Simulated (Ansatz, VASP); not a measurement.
One calculation of CuO, two programs

```
Cu O
1.0
     2.32891   -1.70190    0.00000
     2.32891    1.70190    0.00000
    -0.85477    0.00000    5.02548
Cu O
2 2
Direct
  0.00320 0.49680 0.00000
  0.49680 0.00320 0.50000
  0.57140 0.40560 0.25370
  0.40560 0.57140 0.75370
```

Alike in both runs: task single point; functional RPBE; k mesh 10 × 10 × 5; occupations fermi-dirac, width 0.05 eV; no spin polarisation.

```csv
,VASP,Ansatz
version,VASP 6.6.1,Ansatz 0.2.0
potentials or method,"VASP PAW PBE potentials, release 64 (Cu, O)",Ansatz PAW
plane-wave cutoff (eV),520,420
valence electrons in the cell,34,50
```

|  | VASP | Ansatz | Ansatz less VASP |
| --- | --- | --- | --- |
| gap on the k mesh at the Fermi level (eV) | none | none | - |
| pressure (GPa) | 16.1 | 15.4 | -0.72 |
| largest component of the traceless stress (GPa) | 2.90 | 2.79 | -0.109 |
| rms of the force components (eV/Å) | 0.480 | 0.468 | -0.0124 |

Atom by atom the forces differ by 0.024 eV/Å (rms over components). A gap of «none» marks a metal or a gap that the smearing closes. The two sets of potentials don't hold the same shells in valence.

Caveats: the run has no spin polarisation, though such a crystal can be magnetic; semilocal functionals often make such compounds metallic where correlation or magnetic order opens a gap, which also shifts bond lengths; so large a pressure means that the cell lies far from this level's equilibrium, or that cutoff or potentials fall short (VASP); the potentials were made for another functional, which shifts forces and pressure (VASP); the pressure holds a Pulay correction of +0.7 GPa for the finite cutoff (Ansatz); the PAW data sets come from PBE, with cores solved anew for the run's functional, which leaves a small shift of forces and pressure (Ansatz).
